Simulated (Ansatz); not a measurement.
# Is Nb-Ti stack of (100) layers a stable metal?, part 2 of 2

Question: is the lattice of Nb-Ti stack of (100) layers stable, and if so, what are its coupling constant and resistivity?

Ansatz 0.2.0; DFT PBEsol, scalar-relativistic, plane waves, PAW.

So far: The structure; Rough relaxation; Relaxing cell and atoms.

## 4. Relaxing tightly for phonons

Residual forces and stress shift phonon frequencies, so the cell is relaxed again, with tight thresholds and the mesh and smearing of this input.

The input, input.yaml:

```yaml
crystal:
  lattice:
    - [2.6398895083, 0.0, 0.0]
    - [0.0, 2.6398895083, 0.0]
    - [0.0, 0.0, 27.9332573082]
  atoms:
    - { symbol: Nb, position: [0.0, 0.0, 0.1952751142] }
    - { symbol: Ti, position: [0.5, 0.5, 0.2725052759] }
  periodic: [true, true, false]
kpoints:
  mp_grid: { grid: [12, 12, 1] }
hamiltonian:
  xc: pbesol
scf:
  occupations: { method: methfessel_paxton, width: 0.2 }
output:
  forces: true
  stress: true
  eigenvalues: true
  write_density: true
  write_potential: true
  elf: true
  volumetric_format: npy
relax:
  adjacent_minimum: "off"
  f_tol: 0.001
  max_steps: 60
  cell: { stress_2d_tol: 0.002 }
```

The run is started by

```bash
$ ansatz run input.yaml --threads 4 --pin off --max-ram 16384MiB --backend cpu --events-out ev --progress --plain --runs-dir out
```

Numbers of over 12 decimals in the logs are rounded to 6 here.

Log:

```text
[the first part of the log is left out]
  E_xc         = -270.366138
  E_vxc        = -332.957744  (∫ρ·V_xc dr)
  E_paw        = -4041.796782  (= ΣΔE_a)
  E_vpaw       = -281.784605  (= ΣTr[D̂ρ^β])
  E_aug_tail   = 0.000118  (compensation charges beyond the density's cutoff)
  E_ewald      = 20610.472933
  E_core_change = 0.328093  (= ΣΔE_core)
  E_smearing   = -0.004765  (= −TS)
  E_closure    = 0.000000  (closes the sum)
  Σ components = -6967.374387   (vs F -6967.374387, Δ=0.00e0)
--- Forces (eV/Å), atoms counted from 1 ---
  atom   1  Nb     0.00000000     0.00000000     0.00010626
  atom   2  Ti    -0.00000000    -0.00000000    -0.00010618
  max |Σ_I F_I| component: 7.28e-8 eV/Å
--- 2D stress c σ (N/m, compression-positive) ---
       -0.001567      -0.000000       0.000000
       -0.000000      -0.001567       0.000000
        0.000000       0.000000      -0.000000
  P = ½ c Tr σ = -0.0016 N/m
--- Band table (eV; the first three rows and the last of 28) ---
[...]
--- Relaxed structure (4 steps of the walk, 3 accepted, 1 SCFs on fresh bases) ---
[...]
cell:  # Å, volume = 194.7349 Å³
    - [2.640347, 0, 0]
    - [0, 2.640347, 0]
    - [0, 0, 27.9332573082]
  atoms:
    - { symbol: Nb, position: [0, 0, 0.195307] }
    - { symbol: Ti, position: [0.5, 0.5, 0.272474] }
```

Wall time 16 s (4 threads of Arm Neoverse V2, shared host); peak memory 0.51 GiB; 60 s of CPU time.

Little changed from the start: no atom moved by 0.005 Å and no cell edge by 0.1 %.

ELF in the ca plane at fractional y = 0.500, with atoms of Ti within 0.2 Å of it. It is the smooth field of the valence electrons, not physical close to the nuclei.

Ten even steps from '0' (0.00) to '9' (0.63), each cell a mean:
```
00000001235554445774322345421000000000000000
00000001246765445643675212211000000000000000
00000001357887667526879401110000000000000000
00000001368999888527518600000000000000000000
00000001368998777527749500110000000000000000
00000001356776556634898311210000000000000000
00000001245654445763443234321000000000000000
00000001235554445786322456531000000000000000
```
Columns run along c (16.0 Å, from fractional 0.00 to 0.57 of the cell), rows up along a (2.6 Å). Atoms in or near the plane, at fractional coordinates: Ti at (0.27, 0.50).

Valence density in the ca plane at fractional y = 0.500, with atoms of Ti within 0.2 Å of it. It is the smooth field of the valence electrons, not physical close to the nuclei.

Ten steps, logarithmic in the rise over the least value, from '0' (0.00 × 1e0 e/Å³) to '9' (9.84 × 1e0 e/Å³), each cell a mean:
```
00000000000112333323332110000000000000000000
00000000000112222224665210000000000000000000
00000000000112222236897410000000000000000000
00000000000112222237998510000000000000000000
00000000000112222236998410000000000000000000
00000000000112222235776310000000000000000000
00000000000112233223443210000000000000000000
00000000000112333322222110000000000000000000
```
Columns run along c (16.0 Å, from fractional 0.00 to 0.57 of the cell), rows up along a (2.6 Å). Atoms in or near the plane, at fractional coordinates: Ti at (0.27, 0.50).

Electrostatic potential energy in the ca plane at fractional y = 0.500, with atoms of Ti within 0.2 Å of it. With pseudopotentials it is smooth inside the atoms' cores, unlike the true potential.

Ten even steps from '0' (-37 eV) to '9' (0 eV), each cell a mean:
```
99999999999988778888667889999999999999999999
99999999999998888885213689999999999999999999
99999999999999888862000478999999999999999999
99999999999999999850000278999999999999999999
99999999999999999861000378999999999999999999
99999999999998888874102589999999999999999999
99999999999998778887546789999999999999999999
99999999999988777888777899999999999999999999
```
Columns run along c (16.0 Å, from fractional 0.00 to 0.57 of the cell; values clipped at the 3rd and 97th percentile), rows up along a (2.6 Å). Atoms in or near the plane, at fractional coordinates: Ti at (0.27, 0.50).

## 5. Phonons by linear response: q 2×2×1, k 6×6×1

Before any scattering is computed, the phonons show whether the structure is a minimum.

The input, input.yaml:

```yaml
crystal:
  lattice:
    - [2.6403473895, 0.0, 0.0]
    - [0.0, 2.6403473895, 0.0]
    - [0.0, 0.0, 27.9332573082]
  atoms:
    - { symbol: Nb, position: [0.0, 0.0, 0.1953065443] }
    - { symbol: Ti, position: [0.5, 0.5, 0.2724738458] }
  periodic: [true, true, false]
kpoints:
  mp_grid: { grid: [6, 6, 1] }
hamiltonian:
  xc: pbesol
scf:
  occupations: { method: methfessel_paxton, width: 0.2 }
output:
  eigenvalues: true
phonons:
  method: dfpt
  qmesh: [2, 2, 1]
  temperatures: { t_max: 1000, t_step: 50 }
  qpath:
    path: [[0.0, 0.0, 0.0], [0.0, 0.5, 0.0], [0.5, 0.5, 0.0], [0.0, 0.0, 0.0]]
    npoints: 10
```

Log:

```text
[...]
Crystal: 2 atoms, lattice volume = 194.735 Å³
Basis set: ecut = 420 eV, 3817 PW (Γ), exchange–correlation on 36×36×384 points (8 copies of the dense FFT grid, shifted against one another)
Bands: 17, of which v1, the nominal top of the filled ones, is band 13 counted from 1 (12 counted from 0)
Symmetry: 8 space group operations
k-points: 10 of 36
[...]
SCF iter   1: F=—  HF=-6967.359508 eV  |F-HF|=—  |Δ(HF+E_count)|=         —  Δρ=5.00e-3  dr2=1.96e-1  ethr=1.77e-3  ⟨swp⟩=9.8  Hψ=1266  notcnv=0
[...]
SCF iter  13: F=-6967.346013 eV  HF=-6967.346013 eV  |F-HF|=3.09e-11  |Δ(HF+E_count)|=  1.80e-10  S|Δr|=    0.00e0  Δρ=2.91e-8  dr2=1.27e-12  ethr=1.00e-12  ⟨swp⟩=8.6  Hψ=917  notcnv=0
SCF 1 converged in 13 iterations: F = -6967.346013 eV  dr2 = 1.27e-12
[...]
phonons: the bands overlap, so this run is a metal and interpolates without the dipole-dipole term. If the crystal is really an insulator or semiconductor, its LO-TO splitting is missing
NSCF: frozen V_eff on 10 k-points
WARN: eigensolver did not converge in 3 slots of this pass, the one above among them; of largest residual over every band (k=2): 1 band(s) unlocked (lowest unlocked band 16, counted from 0; max residual 6.75e-5 eV among the unlocked bands, 6.75e-5 eV over every band); of lowest unlocked band (k=2): band 16
[...]
DFPT response loops at q = (0, 0, 0) (fractional): preconditioner auto → none (partly filled bands, converged f_vac=0.745); β = 0.50; Broyden in place of MSR1
[...]
SCF converged after 13 iterations
Stability not checked: this state was not tested for a lower state beside it, because cold or Methfessel-Paxton smearing, or corrected tetrahedra, fill the levels in a way that the test cannot read (fill_not_monotonic; see scf.lower_state_search)
Free energy (F): -6967.346013 eV
[...]
Internal energy: -6967.340240 eV  (E = F + TS)
E sigma→0 (E₀):  -6967.344570 eV
Entropy (-TS):   -0.005774 eV (-2.887 meV/atom)
Fermi energy:    -4.420751 eV
[...]
--- Band table (eV; the first three rows and the last of 10) ---
  k-point 0: bands = [... 9 lower, -8.2738, -7.5040, -5.4066, -5.2855, -4.3825, -3.2388, -2.4617, -2.4617]
  k-point 1: bands = [... 9 lower, -7.6878, -6.5324, -5.4014, -4.9703, -4.1980, -3.8388, -2.6987, -2.3508]
  k-point 2: bands = [... 9 lower, -7.0789, -5.9107, -5.0774, -4.3987, -4.1258, -2.4257, -2.2466, -2.1172]
  k-point 9: bands = [... 9 lower, -7.0926, -6.4720, -6.4720, -2.9432, -2.9432, -1.9086, -1.1829, 0.5177]
--- Phonons (Γ-DFPT): 4 representative perturbations + reference (Σ response iterations 22) ---
  ASR residual: 6.012e-5 → 0.000e0 eV/Å²; symmetrization residual: 2.253e-5 eV/Å²
  ASR residual per site (eV/Å²): 6.01e-5 2.14e-5
  Γ frequencies (cm⁻¹): 0.00 0.00 0.00 104.45 104.45 248.28
--- Phonons (arbitrary-q DFPT): 3 irreducible q on the 2×2×1 mesh ---
  q = [0.0000, 0.0000, 0.0000] (star 1, of the zone-centre solve; hermiticity 6.29e-6, symmetrization 2.29e-12): -0.00 -0.00 0.00 104.45 104.45 248.28
  q = [0.0000, -0.5000, 0.0000] (star 2, 6 solved perturbations on 16 of 36 k-point pairs; hermiticity 3.64e-7, symmetrization 1.84e-9): -49.96 43.69 130.95 193.30 268.10 285.96
  q = [-0.5000, -0.5000, 0.0000] (star 1, 4 solved perturbations in 52 linear systems a pass and spin channel, the states on 16 of 36 k-point pairs; hermiticity 1.55e-7, symmetrization 1.17e-9): 186.35 189.70 230.36 230.36 312.95 312.95
  sum rule: each row above includes the acoustic sum rule's correction from the zone centre's row sums; it moved no ω² by more than (0.42 cm⁻¹)²
  mesh force constants: q→R imaginary residual 1.12e-17; ASR residual 6.012e-5 → 0.000e0 eV/Å²; symmetrization residual 7.105e-15 eV/Å²
  interpolated dispersion: 31 rows × 6 modes
  density of states and harmonic sums: on the 24×24×1 q-mesh, interpolated from the force constants of a 2×2×1 supercell (no non-analytic term)
  largest difference from the sums on the solved wave vectors: F 1.70e-1 eV, S 2.60e-4 and C_V 9.02e-5 eV/K
  zero-point energy: 0.064642 eV/cell   skipped modes (ω ≤ 0): 25, of them read as no rigid motion or as one in doubt: 22 (1.979e-1 modes/cell left out, lowest -49.96 cm⁻¹)   left out of the sums: 3.39e-2 of the cell's modes: C_V's classical limit lies that fraction below 3 k_B per atom; for a crystal, a wire or a layer, F and S can be off by more, and a phonons.interpolated_qmesh denser along its periods is the remedy for the sampling
```

Run time: 25 s. Hardware: 4 threads; peak memory 0.71 GiB.

The column dr2 measures how far the density is from self-consistency, as an energy; F and HF (Harris–Foulkes) agree once it is small.

Numbers from this step:

```yaml
share_of_imaginary_modes_in_the_plain_interpolation_between_solved_wavevectors: 0.0363
highest_frequency_solved_or_plainly_interpolated: 312.9 cm⁻¹
```

Solved on the 2×2×1 mesh alone; all other wavevectors are interpolated. Phonon branches along the path, in cm⁻¹:

| point | branch 1 | branch 2 | branch 3 | branch 4 | branch 5 | branch 6 |
| --- | --- | --- | --- | --- | --- | --- |
| Γ | 0 | 0 | 0 | 104 | 104 | 248 |
| halfway | -40 | 75 | 82 | 168 | 216 | 245 |
| X | -50 | 44 | 131 | 193 | 268 | 286 |
| halfway | 158 | 164 | 188 | 220 | 254 | 300 |
| M | 186 | 190 | 230 | 230 | 313 | 313 |
| halfway | 110 | 165 | 166 | 216 | 219 | 238 |
| Γ | 0 | 0 | 0 | 104 | 104 | 248 |

The phonon branches as a text plot (rows in cm⁻¹):

```
    305 |                        ************
    290 |              **********            ***
    275 |            **  *          **          **
    260 |           ***** **********              **
    245 |************             ****            ***************
    230 |                             **************
    215 |       **               *    *      *****  ***
    199 |           ********** **   **
    184 |      *  **          **********************   **
    169 |    ** **               ***         ***    ***  **
    154 |                      ***              **       **
    139 |  **  *          *****                   **   **  ***
    124 |            *****     **                          ***
    109 |**  **     *       **                      ***  **   ***
     94 |  *****  **          *
     79 |  **   ****                                   **  ***
     63 |      *    *     **
     48 |            *****  **                           **
     33 | *  **                                               **
     18 |  **                                              ***
      3 |*                                                      *
    -12 | ***                                                 **
    -27 |    ***          **
    -42 |       **********
         Γ               X               M                      Γ
```

Lowest modes at the softest wavevector of the mesh. The modes at q = (0.500, 0.000, 0.000) (shares of kinetic energy by element, %) (negative means imaginary):

| mode | frequency (cm⁻¹) | Nb % | Ti % |
| --- | --- | --- | --- |
| 1 | -50.0 | 100 | 0 |
| 2 | 43.7 | 0 | 100 |
| 3 | 130.9 | 94 | 6 |
| 4 | 193.3 | 26 | 74 |
| 5 | 268.1 | 74 | 26 |
| 6 | 286.0 | 6 | 94 |

Displacements in mode 1 (-50.0 cm⁻¹), the largest set to 1, in the home cell:
```
Nb1 0.00 1.00 0.00
Ti2 0.00 0.00 0.00
```

Displacements in mode 3 (130.9 cm⁻¹), the largest set to 1, in the home cell:
```
Nb1 0.00 0.00 1.00
Ti2 0.34 0.00 0.00
```

Among the solved wavevectors the lowest mode, translations apart, is -50 cm⁻¹, imaginary.

## 6. Lattice stability: q 3×3×1, k 9×9×1

An imaginary mode on so few k-points may come from the sampling, so the phonons are repeated with another q and k mesh.

input.yaml: that of step 5 with these lines changed.

```diff
@@ -10,3 +10,3 @@
 kpoints:
-  mp_grid: { grid: [6, 6, 1] }
+  mp_grid: { grid: [9, 9, 1] }
 hamiltonian:
@@ -19,3 +19,3 @@
   method: dfpt
-  qmesh: [2, 2, 1]
+  qmesh: [3, 3, 1]
   temperatures: { t_max: 1000, t_step: 50 }
```

Log:

```text
[...]
Crystal: 2 atoms, lattice volume = 194.735 Å³
Basis set: ecut = 420 eV, 3817 PW (Γ), exchange–correlation on 36×36×384 points (8 copies of the dense FFT grid, shifted against one another)
Bands: 17, of which v1, the nominal top of the filled ones, is band 13 counted from 1 (12 counted from 0)
Symmetry: 8 space group operations
k-points: 15 of 81
[...]
SCF iter   1: F=—  HF=-6967.408769 eV  |F-HF|=—  |Δ(HF+E_count)|=         —  Δρ=5.64e-3  dr2=1.91e-1  ethr=1.77e-3  ⟨swp⟩=9.5  Hψ=1929  notcnv=0
[...]
SCF iter  12: F=-6967.389795 eV  HF=-6967.389795 eV  |F-HF|=2.17e-10  |Δ(HF+E_count)|=   1.27e-9  S|Δr|=    0.00e0  Δρ=2.66e-8  dr2=3.63e-12  ethr=1.00e-12  ⟨swp⟩=15.3  Hψ=2013  notcnv=0
SCF 1 converged in 12 iterations: F = -6967.389795 eV  dr2 = 3.63e-12
[...]
SCF converged after 12 iterations
[...]
Free energy (F): -6967.389795 eV
[...]
Internal energy: -6967.390688 eV  (E = F + TS)
E sigma→0 (E₀):  -6967.390018 eV
Entropy (-TS):   0.000894 eV (0.447 meV/atom)
Fermi energy:    -4.498343 eV
[...]
--- Band table (eV; the first three rows and the last of 15) ---
  k-point 0: bands = [... 9 lower, -8.2733, -7.5362, -5.4389, -5.2653, -4.3567, -3.2208, -2.4597, -2.4597]
  k-point 1: bands = [... 9 lower, -7.9624, -7.1300, -5.3315, -5.1834, -4.1870, -3.6638, -2.6223, -2.4038]
  k-point 2: bands = [... 9 lower, -7.4210, -5.8603, -5.4968, -4.7957, -4.5233, -3.4174, -2.6267, -2.3103]
  k-point 14: bands = [... 9 lower, -7.0064, -6.4588, -6.3922, -3.1727, -2.9014, -1.8500, -1.2229, -0.0570]
[...]
ASR residual: 2.595e-5 → 0.000e0 eV/Å²; symmetrization residual: 2.908e-6 eV/Å²
  ASR residual per site (eV/Å²): 2.60e-5 2.58e-5
  Γ frequencies (cm⁻¹): 0.00 0.00 0.00 109.49 109.49 212.28
--- Phonons (arbitrary-q DFPT): 3 irreducible q on the 3×3×1 mesh ---
[...]
interpolated dispersion: 31 rows × 6 modes
[...]
```

Run time: 56 s. Hardware: 4 threads; peak memory 0.99 GiB; 3.6 min of CPU time.

This step gave:

```yaml
share_of_imaginary_modes_in_the_plain_interpolation_between_solved_wavevectors: 0.0393
highest_frequency_solved_or_plainly_interpolated: 290.3 cm⁻¹
```

Solved on the 3×3×1 mesh alone; all other wavevectors are interpolated. The phonon branches at the labelled points (cm⁻¹):

| point | branch 1 | branch 2 | branch 3 | branch 4 | branch 5 | branch 6 |
| --- | --- | --- | --- | --- | --- | --- |
| Γ | 0 | 0 | 0 | 110 | 110 | 212 |
| halfway | -44 | 68 | 92 | 146 | 216 | 241 |
| X | -68 | 75 | 139 | 174 | 266 | 290 |
| halfway | 139 | 156 | 167 | 208 | 258 | 290 |
| M | 151 | 159 | 232 | 232 | 290 | 290 |
| halfway | 110 | 144 | 145 | 198 | 218 | 246 |
| Γ | 0 | 0 | 0 | 110 | 110 | 212 |

The phonon branches as a text plot (rows in cm⁻¹):

```
    283 |            ***************************
    268 |           *  ********     **       *******
    253 |         *****        *****            **  ***
    238 |      *****                ************       **
    223 |  **** **                **  ***  ************  *****
    208 |**                      *  **                        ***
    193 |      *                  **            **  *****
    178 |           *************                 **   ****
    163 |    **   **             *     ******
    148 |       **          ***************************  *****
    133 |  **          *****  *  *                **   **  ***
    118 | *    *     **     ** **                      **     **
    104 |*******    *                               ***  **     *
     89 |       *****     **  *                        ****
     74 |  **   **   *****                                 ***
     59 |                                                *****
     44 |      *                                              **
     29 | *  **             **                             *****
     14 |  **
     -1 |*                                                      *
    -16 | ***                                                 **
    -31 |    ***
    -46 |       ****
    -61 |           ********
         Γ               X               M                      Γ
```

Lowest modes at the softest wavevector of the mesh. Modes at q = (0.333, 0.000, 0.000), with each element's share of the kinetic energy (negative means imaginary):

| mode | frequency (cm⁻¹) | Nb % | Ti % |
| --- | --- | --- | --- |
| 1 | -56.5 | 93 | 7 |
| 2 | 83.3 | 7 | 93 |
| 3 | 99.2 | 71 | 29 |
| 4 | 169.6 | 56 | 44 |
| 5 | 245.7 | 57 | 43 |
| 6 | 262.2 | 16 | 84 |

Displacements in mode 1 (-56.5 cm⁻¹), the largest set to 1, in the home cell (x, y, z of the real part, then of the imaginary part):
```
Nb1  0.00  1.00  0.00  0.00 -0.07  0.00
Ti2  0.00  0.21  0.00  0.00  0.32  0.00
```

Displacements in mode 6 (262.2 cm⁻¹), the largest set to 1, in the home cell (x, y, z of the real part, then of the imaginary part):
```
Nb1  0.04  0.00 -0.29 -0.07  0.00 -0.15
Ti2  1.00  0.00  0.02 -0.05  0.00  0.37
```

The modes has structure finer than the step of the table below, so its rows give means over 20 cm⁻¹, whole bins alone (the curve runs from -78 to 309 cm⁻¹). Peaks (cm⁻¹: height): Nb 48.4: 0.00748, 80.0: 0.0147, 114.1: 0.0200, 140.8: 0.0288, 199.2: 0.00682, 230.8: 0.0211, 260.0: 0.0181; Ti 150.6: 0.0307, 172.4: 0.0220, 230.8: 0.0184, 247.8: 0.0145, 262.4: 0.0205, 274.6: 0.0200, 286.7: 0.0341.

Phonopy on the run's constants, 21x21x1 mesh, Gaussian sigma 2.8 cm⁻¹. Table of modes by wavenumber; means over each step; values in 1/cm⁻¹/cell:

| wavenumber (cm⁻¹) | Nb | Ti |
| --- | --- | --- |
| -60 | 0.00412 | 1.1e-4 |
| -40 | 0.00295 | 4.0e-4 |
| -20 | 0.00206 | 7.0e-4 |
| 0 | 0.00150 | 7.2e-4 |
| 20 | 0.00497 | 0.00145 |
| 40 | 0.00544 | 0.00174 |
| 60 | 0.00520 | 0.00232 |
| 80 | 0.00935 | 0.00724 |
| 100 | 0.00824 | 0.00961 |
| 120 | 0.0149 | 0.0103 |
| 140 | 0.0224 | 0.0145 |
| 160 | 0.0163 | 0.0164 |
| 180 | 0.00855 | 0.0133 |
| 200 | 0.00406 | 0.00688 |
| 220 | 0.00950 | 0.0127 |
| 240 | 0.0138 | 0.0134 |
| 260 | 0.0136 | 0.0131 |
| 280 | 0.00251 | 0.0211 |

No LO-TO term; unit eigenvectors of the mass-weighted matrix. The modes at Γ (shares of kinetic energy by element, %):

| mode | frequency (cm⁻¹) | symmetry | Nb % | Ti % |
| --- | --- | --- | --- | --- |
| 1 | 0.0 | unnamed | 66 | 34 |
| 2 | 0.0 | unnamed | 66 | 34 |
| 3 | 0.0 | unnamed | 66 | 34 |
| 4 | 109.5 | E | 34 | 66 |
| 5 | 109.5 | E | 34 | 66 |
| 6 | 212.3 | A1 | 34 | 66 |

Displacements in mode 5 (109.5 cm⁻¹), the largest set to 1:
```
Nb1 -0.52  0.34  0.00
Ti2  1.00 -0.65  0.00
```

Displacements in mode 6 (212.3 cm⁻¹), the largest set to 1:
```
Nb1  0.00  0.00 -0.52
Ti2  0.00  0.00  1.00
```

Among the solved wavevectors the lowest mode, translations apart, is -56.5 cm⁻¹, imaginary.

## 7. Summary of results

* phonon run of the rows without a label of their own: PBEsol, q 3×3×1, k 9×9×1
* softest mode on the q mesh: -56.5 cm⁻¹ at q = (0.333, 0, 0)
* highest frequency, solved or plainly interpolated: 290 cm⁻¹

The lattice is dynamically unstable at this level: a mode at q = (0.333, 0, 0) is imaginary, 56.5i cm⁻¹, so no harmonic coupling constant or resistivity is defined for this structure. These meshes are coarse, and single modes of a metal can move by tens of cm⁻¹ with the k mesh. The coarser mesh found an imaginary mode at another wavevector, which this mesh lacks. The phonon runs are not spin-polarised. The structure was built by hand as an ordered model, and its stability against other phases was not tested.

[Logs are printed without paths, hosts, clocks, repeated set-up lines and the standing remarks that a program may print on its own settings, such as how far it seeks lower states.]

[Hosts, paths, dates, database ids (printed as entryN), source tags and the programs' standing remarks are cut or masked in the printed files.]
